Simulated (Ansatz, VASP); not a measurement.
**Two plane-wave programs on H**

INCAR

```
PREC = Accurate
ENCUT = 520
EDIFF = 1E-6
ISMEAR = 0
SIGMA = 0.05
LREAL = F
LASPH = T
NELM = 100
ALGO = Normal
ISIF = 2
LWAVE = F
LCHARG = T
GGA = PS
LELF = T
LVHAR = T
NBANDS = 10
```

KPOINTS

```
Automatic mesh
0
Gamma
  8 8 6
```

The input POSCAR:

```
H
1.0
    2.5811597634     -2.5254958851      0.0000000000
    2.5811597634      2.5254958851      0.0000000000
    0.0000000000      0.0000000000      4.2787529401
H
4
Direct
    0.9532956300      0.0467043700      0.0685088900
    0.4532956300      0.5467043700      0.4314911100
    0.5467043700      0.4532956300      0.5685088900
    0.0467043700      0.9532956300      0.9314911100
```

Input for Ansatz:

```yaml
crystal:
  lattice:
    - [2.5811597634, -2.5254958851, 0.0]
    - [2.5811597634, 2.5254958851, 0.0]
    - [0.0, 0.0, 4.2787529401]
  atoms:
    - { symbol: H, position: [0.95329563, 0.04670437, 0.06850889] }
    - { symbol: H, position: [0.45329563, 0.54670437, 0.43149111] }
    - { symbol: H, position: [0.54670437, 0.45329563, 0.56850889] }
    - { symbol: H, position: [0.04670437, 0.95329563, 0.93149111] }
basis:
  ecutwfc: 420
kpoints:
  mp_grid: { grid: [8, 8, 6] }
hamiltonian:
  xc: pbesol
scf:
  occupations: { method: gaussian, width: 0.05 }
output:
  forces: true
  stress: true
  eigenvalues: true
```

Alike in both runs: task single point; functional PBEsol; k mesh 8 × 8 × 6; occupations gaussian, width 0.05 eV; no spin polarisation.

```csv
,VASP,Ansatz
version,VASP 6.6.1,Ansatz 0.2.0
potentials or method,"VASP PAW PBE potentials, release 64 (H)","scalar-relativistic, plane waves, PAW"
plane-wave cutoff (eV),520,420
valence electrons in the cell,4,4
```

Ansatz gave:

* gap on the k mesh at the Fermi level (eV): 9.06
* least direct gap on the mesh (eV): 9.67
* pressure (GPa): 0.3
* largest component of the traceless stress (GPa): 0.32
* rms of the force components (eV/Å): 0.135

Question: Which values does VASP return?

Answer: gap on the k mesh at the Fermi level (eV): 9.06; least direct gap on the mesh (eV): 9.67; pressure (GPa): 0.2; largest component of the traceless stress (GPa): 0.31; rms of the force components (eV/Å): 0.136.

Atom by atom the forces differ by 0.001 eV/Å (rms over components).

Caveats: the PAW data sets were made with another functional, which shifts forces and pressure a little (VASP). A k mesh can miss the band edges. As with any semilocal functional, this PBEsol gap is likely too small.
